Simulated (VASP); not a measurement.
**AlN: relaxation of shape and atoms at fixed volume with r2SCAN**

AlN:

```
Al N
1.0
     3.14617    0.00000    0.00000
    -1.57309    2.72467    0.00000
     0.00000    0.00000    5.04210
Al N
2 2
Direct
  0.33333 0.66667 0.99922
  0.66667 0.33333 0.49922
  0.33333 0.66667 0.38078
  0.66667 0.33333 0.88078
```

The cell isn't the ideal one: a relaxed cell with its volume scaled by 1.04.

```
Program                : VASP 6.6.1
Task                   : relaxation of shape and atoms at fixed volume
Functional             : r2SCAN
Potentials or basis    : VASP PAW PBE potentials, release 64 (Al, N)
Cutoff                 : 600 eV
k mesh                 : 12 × 12 × 6
Occupations            : gaussian, width 0.03 eV
Spin                   : no spin polarisation
Further INCAR settings : ALGO = Normal; EDIFF = 1e-07; IBRION = 2; EDIFFG = -0.01; NSW = 40; ISIF = 4
```

- Energy gained by relaxing: 0.0 meV/atom
- Ionic steps: 4
- Pressure after relaxing: -7.7 GPa
- Largest force after relaxing: 0.005 eV/Å
- Band gap on the k mesh: 4.59 eV, direct

Forces in eV/Å, atoms in the order of the input:
```
Al   0.000  0.000 -0.005
Al   0.000  0.000 -0.005
N    0.000  0.000  0.005
N    0.000  0.000  0.005
```

Step by step:
```
step  energy change (eV)  largest force (eV/Å)  pressure (GPa)
   1              0.0000                0.0108           -7.77
   2             -0.0001                0.0150           -7.75
   3             -0.0001                0.0156           -7.75
   4             -0.0001                0.0049           -7.74
```

Final structure:
```yaml
crystal:
  lattice:
    - [3.14388, 0.00000, 0.00000]
    - [-1.57194, 2.72268, 0.00000]
    - [0.00000, 0.00000, 5.04946]
  atoms:
    - { symbol: Al, position: [0.33333, 0.66667, 0.99952] }
    - { symbol: Al, position: [0.66667, 0.33333, 0.49952] }
    - { symbol: N, position: [0.33333, 0.66667, 0.38048] }
    - { symbol: N, position: [0.66667, 0.33333, 0.88048] }
```

Levels at points of the mesh, in eV from the valence-band top:
```tsv
k point	band 6	band 7	band 8	band 9	band 10	band 11
(0.00, 0.00, 0.00)	-0.19	-0.19	0.00	4.59	7.23	11.29
(0.50, 0.00, 0.00)	-2.06	-1.70	-0.68	6.36	6.45	8.73
(0.00, 0.00, 0.50)	-0.52	-0.52	-0.52	6.93	6.93	11.00
(0.50, 0.00, 0.50)	-1.44	-1.35	-1.35	5.87	5.87	9.92
```

Run time: 9.8 min on 1 thread of Intel(R) Xeon(R) Platinum 8375C CPU @ 2.90GHz (Ice Lake) (shared host), peak memory 0.21 GiB.

Caveat: the PAW data sets were made with another functional, which shifts forces and pressure a little. A k mesh can miss the band edges.
